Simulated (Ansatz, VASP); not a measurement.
**One calculation of InSb, two programs**

```
In Sb
1.0
     0.00000    3.17904    3.17904
     3.17904    0.00000    3.17904
     3.17904    3.17904    0.00000
In Sb
1 1
Direct
  0.00000 0.00000 0.00000
  0.25000 0.25000 0.25000
```

Alike in both runs: task single point; functional PBE; k mesh 12 × 12 × 12; occupations gaussian, width 0.1 eV; no spin polarisation.

```csv
,VASP,Ansatz
version,VASP 6.6.1,Ansatz 0.2.0
potentials or method,"VASP PAW PBE potentials, release 64 (In_d, Sb)","scalar-relativistic, plane waves, PAW"
plane-wave cutoff (eV),520,420
valence electrons in the cell,18,28
```

```tsv
	VASP	Ansatz	Ansatz less VASP
gap on the k mesh at the Fermi level (eV)	0.14	0.14	-0.005
least direct gap on the mesh (eV)	0.14	0.14	-0.005
pressure (GPa)	6.4	6.4	+0.02
```

The two sets of potentials don't hold the same shells in valence.

Caveats: spin-orbit coupling is left out, which moves the levels of the heavy elements.
